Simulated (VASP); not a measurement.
Wanted: the native input for a VASP 6.6.1 run.

```yaml
Task: band structure
Functional: LDA
Potentials_or_basis: VASP PAW LDA potentials, release 64 (Sr_sv, O)
Cutoff: 520 eV
k_mesh: 9 × 9 × 9
Occupations: fermi-dirac, width 0.05 eV
Spin: no spin polarisation
Further_INCAR_settings: ALGO = Normal; EDIFF = 1e-06
```

The structure of SrO lies in POSCAR:

```
SrO
1.0
    0.0000000000      2.5663000000      2.5663000000
    2.5663000000      0.0000000000      2.5663000000
    2.5663000000      2.5663000000      0.0000000000
Sr O
1 1
Direct
    0.5000000000      0.5000000000      0.5000000000
    0.0000000000      0.0000000000      0.0000000000
```

These files were run (other wordings do the same):

INCAR

```
PREC = Accurate ; ENCUT = 520
EDIFF = 1E-6 ; ISMEAR = -1
SIGMA = 0.05 ; LREAL = F
LASPH = T ; NELM = 60
ALGO = Normal ; ISIF = 2
LWAVE = F ; LCHARG = F
GGA = CA
```

KPOINTS

```
Automatic mesh
0
Gamma
  9 9 9
```

KPOINTS_OPT

```
path GXWKGLUWLK,UX
20
line-mode
reciprocal
 0.0000000000  0.0000000000  0.0000000000  G
 0.5000000000  0.0000000000  0.5000000000  X

 0.5000000000  0.0000000000  0.5000000000  X
 0.5000000000  0.2500000000  0.7500000000  W

 0.5000000000  0.2500000000  0.7500000000  W
 0.3750000000  0.3750000000  0.7500000000  K

 0.3750000000  0.3750000000  0.7500000000  K
 0.0000000000  0.0000000000  0.0000000000  G

 0.0000000000  0.0000000000  0.0000000000  G
 0.5000000000  0.5000000000  0.5000000000  L

 0.5000000000  0.5000000000  0.5000000000  L
 0.6250000000  0.2500000000  0.6250000000  U

 0.6250000000  0.2500000000  0.6250000000  U
 0.5000000000  0.2500000000  0.7500000000  W

 0.5000000000  0.2500000000  0.7500000000  W
 0.5000000000  0.5000000000  0.5000000000  L

 0.5000000000  0.5000000000  0.5000000000  L
 0.3750000000  0.3750000000  0.7500000000  K

 0.6250000000  0.2500000000  0.6250000000  U
 0.5000000000  0.0000000000  0.5000000000  X
```

Potentials or basis: VASP PAW LDA potentials, release 64 (Sr_sv, O).

Command:

```console
$ cat potpaw_LDA.64/Sr_sv/POTCAR potpaw_LDA.64/O/POTCAR > POTCAR
$ mpirun -np 1 vasp_std > vasp.out
```

Results of the run:

The pressure is -3.1 GPa. The band gap on the k mesh is 3.15 eV, indirect (least direct gap 3.24 eV). The band gap along the path is 3.10 eV, indirect (least direct gap 3.18 eV).

Wall time 53 s on 1 thread of Intel(R) Xeon(R) Platinum 8259CL CPU @ 2.50GHz (Skylake/Cascade Lake), with other jobs on the host, peak memory 0.16 GiB.
